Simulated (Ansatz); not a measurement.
## H-CC-Cl chair monolayer in a perpendicular field: single point, field 0

Ansatz 0.2.0; plane-wave DFT, PBE-D3(BJ), Ansatz PAW (set soft_1); PAW set soft_1.

A sawtooth potential applies the field, turning back in the middle of the vacuum. With the dipole correction the typed value is the field outside the slab. The induced dipole is small, so the SCF threshold is tight.

File input.yaml:

```yaml
crystal:
  lattice:
    - [2.7483720964, 0.0, 0.0]
    - [-1.3741860482, 2.3801600545, 0.0]
    - [0.0, 0.0, 21.3339543134]
  atoms:
    - { symbol: Cl, position: [0.6666666667, 0.3333333333, 0.4218627202] }
    - { symbol: C, position: [0.6666666667, 0.3333333333, 0.5043849856] }
    - { symbol: C, position: [0.3333333333, 0.6666666667, 0.5263562288] }
    - { symbol: H, position: [0.3333333333, 0.6666666667, 0.5781372798] }
kpoints:
  mp_grid: { grid: [24, 24, 1] }
  band_path:
    path: [[0, 0, 0], [0.5, 0, 0], [0.33333333, 0.33333333, 0], [0, 0, 0]]
    npoints: 16
hamiltonian:
  xc: pbe
  dispersion: d3bj
  pseudopotentials: { kind: paw, azcp: { folder: soft_1 } }
scf:
  occupations: { method: fermi_dirac, width: 0.02585 }
  convergence: { dr2_threshold: 1.0e-10 }
efield:
  axis: 3
  dipole_correction: true
  ramp_position: 0.97
  ramp_width: 0.06
  amplitude: 0
output:
  dos: { projected: true, e_range: [-6, 5] }
  write_potential: true
  write_density: true
  volumetric_format: npy
  elf: true
```

Launch:

```sh
$ ansatz run input.yaml --threads 2 --pin off --max-ram 3072MiB --backend cpu --events-out ev --progress --plain --runs-dir out
```

Q: Predict the electron's electrostatic potential energy less the Fermi level against z.

The 16 valence electrons fill 8 bands exactly, which allows a gap.

Electrostatic potential energy in the ca plane at fractional y = 0.333, with atoms of Cl and C within 0.2 Å of it. With pseudopotentials it is smooth inside the atoms' cores, unlike the true potential.

Valence density in the ca plane at fractional y = 0.333, with atoms of Cl and C within 0.2 Å of it. It is the smooth field of the valence electrons, not physical close to the nuclei.

This step gave:

```
dipole along the normal            : 0.07492 e·Å
gap along the path                 : 0.4213 eV
smallest direct gap along the path : 0.4213 eV
step between the vacuum levels     : -2.072 eV
ionisation energy, upper face      : 1.364 eV
electron affinity, upper face      : 0.9424 eV
ionisation energy, lower face      : 3.436 eV
gap, the smaller of path and mesh  : 0.4213 eV
```

Running mean over a fixed 2.5 Å (it still follows the layers) of the planar mean; the ramp of the sawtooth is left out. Table of electron's electrostatic potential energy less the Fermi level by z:

| z (Å) | electron's electrostatic potential energy less the Fermi level (eV) |
| --- | --- |
| 3.0 | 3.22 |
| 3.5 | 3.22 |
| 4.0 | 3.22 |
| 4.5 | 3.22 |
| 5.0 | 3.22 |
| 5.5 | 3.22 |
| 6.0 | 3.21 |
| 6.5 | 3.14 |
| 7.0 | 2.72 |
| 7.5 | 0.771 |
| 8.0 | -2.15 |
| 8.5 | -4.26 |
| 9.0 | -5.41 |
| 9.5 | -7.92 |
| 10.0 | -10.3 |
| 10.5 | -10.1 |
| 11.0 | -9.10 |
| 11.5 | -8.90 |
| 12.0 | -6.64 |
| 12.5 | -2.80 |
| 13.0 | -0.406 |
| 13.5 | 0.372 |
| 14.0 | 0.962 |
| 14.5 | 1.10 |
| 15.0 | 1.13 |
| 15.5 | 1.14 |
| 16.0 | 1.14 |
| 16.5 | 1.14 |
| 17.0 | 1.14 |
| 17.5 | 1.14 |
| 18.0 | 1.14 |

The density of states has structure finer than the step of the table below, so its rows give means over 0.25 eV, whole bins alone (the curve runs from -6 to 2.19 eV). Peaks (eV: height): -1.810: 1.34, 2.080: 3.43.

The density of states by energy, zero at the Fermi level of the run, which the smearing sets inside the gap; means over each step:

energy (eV), density of states (states/eV a cell) and a bar:
```
    -5.75       1.90 #########################
    -5.50       1.20 ################
    -5.25       0.97 #############
    -5.00       0.90 ############
    -4.75       0.85 ###########
    -4.50       0.62 ########
    -4.25       0.52 #######
    -4.00       0.51 #######
    -3.75       0.52 #######
    -3.50       0.52 #######
    -3.25       0.54 #######
    -3.00       0.55 #######
    -2.75       0.59 ########
    -2.50       0.63 ########
    -2.25       0.71 ##########
    -2.00       0.89 ############
    -1.75       1.05 ##############
    -1.50       0.73 ##########
    -1.25       0.62 ########
    -1.00       0.55 #######
    -0.75       0.51 #######
    -0.50       0.49 #######
    -0.25       0.29 ####
     0.00       0.00 
     0.25       0.19 ###
     0.50       0.31 ####
     0.75       0.31 ####
     1.00       0.32 ####
     1.25       0.32 ####
     1.50       0.54 #######
     1.75       0.82 ###########
     2.00       2.24 ##############################
```

Projected DOS per atom over height of the atomic layer and energy from the Fermi level. Layers: Cl C C H from below.

Ten even steps from '_' (0.00 states/eV) to '@' (1.06 states/eV), each cell a mean:
```
::++--__
________
________
________
________
________
::______
==______
==______
++______
%%______
**______
++______
==______
==______
==______
==______
==______
==....__
==....__
++::::__
@@--==..
```
Columns: height of the atomic layer (Å) from 9 to 12.3 (not evenly spaced); rows upwards: energy from the Fermi level (eV) from -5.96 to 2.14.

Electronic bands along the path, in eV, zero at the Fermi level of the run, which the smearing sets inside the gap:

| point | band 5 | band 6 | band 7 | band 8 | band 9 | band 10 | band 11 | band 12 |
| --- | --- | --- | --- | --- | --- | --- | --- | --- |
| Γ | -4.53 | -4.53 | -0.22 | -0.22 | 0.20 | 1.44 | 1.93 | 2.88 |
| halfway | -6.39 | -5.99 | -3.77 | -1.07 | 1.61 | 2.05 | 3.01 | 3.35 |
| M | -7.27 | -7.01 | -6.08 | -1.81 | 2.18 | 2.77 | 4.84 | 5.70 |
| halfway | -8.22 | -7.05 | -6.03 | -3.40 | 3.02 | 4.46 | 4.97 | 5.68 |
| K | -8.31 | -6.92 | -5.65 | -5.09 | 3.40 | 4.43 | 6.23 | 7.64 |
| halfway | -7.34 | -6.26 | -4.05 | -2.02 | 2.10 | 2.45 | 3.71 | 4.50 |
| Γ | -4.53 | -4.53 | -0.22 | -0.22 | 0.20 | 1.44 | 1.93 | 2.88 |

The electronic bands as a text plot (rows in eV, shown from -8.2 to 2.9 only):

```
    2.7 |+      +++  +++  ++++++++              ++++++ +++      +
    2.2 |  ++++++++++    ++++++                     +++++++++++
    1.7 |+++++++   ++++++                             +   +++++++
    1.3 |++      ++                                    ++      ++
    0.8 |    ++++                                        +++
    0.3 |++++                                               +++++
   -0.1 |***                                                 ****
   -0.6 |  ******                                         *****
   -1.0 |   *    ****                                  ***  *
   -1.5 |    **      *****                            *
   -2.0 |      *          ******                    **    **
   -2.4 |       *               **                 *     *
   -2.9 |                         *              **    **
   -3.4 |        **                *            *     *
   -3.8 |          *                *          *    **
   -4.3 |           *                **      **    *
   -4.7 |****        *                 *  ***    **         *****
   -5.2 |   ****      ***               **     **         ** **
   -5.7 |    ** ***      ***          *********          *  *
   -6.1 | ***  ******       **********              ************
   -6.6 |*   ***   ******                       ****   ** **    *
   -7.1 |       *     **************************      *  *
   -7.5 |                      ***                  ** **
   -8.0 |        **               *                *  *
         Γ                   M           K                      Γ
```

ELF in the ca plane at fractional y = 0.333, with atoms of Cl and C within 0.2 Å of it.

Ten even steps from '0' (0.00) to '9' (0.89), each cell a mean:
```
00000000000000013799986578841100000000000000
00000000000000014897578744641000000000000000
00000000000000015885369711541000000000000000
00000000000000014898778756741000000000000000
00000000000000003799985479842221000000000000
00000000000000000246641157644663100000000000
00000000000000000012210146545775100000000000
00000000000000001367752257744553100000000000
```
Columns run along c (16.0 Å, from fractional 0.09 to 0.84 of the cell), rows up along a (2.7 Å). Atoms in or near the plane, at fractional coordinates: Cl at (0.42, 0.67), C at (0.50, 0.67).

Ten even steps from '0' (-41 eV) to '9' (4 eV), each cell a mean:
```
99999999999999999963248744789999999999999999
99999999999999999720005300389999999999999999
99999999999999999710004200289999999999999999
99999999999999999830016400489999999999999999
99999999999999999974468866789999999999999999
99999999999999999999899987789999999999999999
99999999999999999999999987789999999999999999
99999999999999999998889988889999999999999999
```
Columns run along c (16.0 Å, from fractional 0.09 to 0.84 of the cell; values clipped at the 3rd and 97th percentile), rows up along a (2.7 Å). Atoms in or near the plane, at fractional coordinates: Cl at (0.42, 0.67), C at (0.50, 0.67).

Ten even steps from '0' (0.0 e/Å³) to '9' (1.7 e/Å³), each cell a mean:
```
00000000000000000148963356410000000000000000
00000000000000000279896689510000000000000000
00000000000000000376598899620000000000000000
00000000000000000279986688510000000000000000
00000000000000000137752245410000000000000000
00000000000000000012211123321000000000000000
00000000000000000001110013321000000000000000
00000000000000000013321123321000000000000000
```
Columns run along c (16.0 Å, from fractional 0.09 to 0.84 of the cell), rows up along a (2.7 Å). Atoms in or near the plane, at fractional coordinates: Cl at (0.42, 0.67), C at (0.50, 0.67).

[Logs are printed without paths, hosts, clocks, repeated set-up lines and the standing remarks that a program may print on its own settings, such as how far it seeks lower states.]

[Hosts, paths, dates, database ids (printed as entryN), source tags and the programs' standing remarks are cut or masked in the printed files.]

[Maps of the electrostatic potential energy from Ansatz leave out the sawtooth potential of an applied field or a dipole correction, so their vacuum need not be flat; planar profiles and work functions include it.]
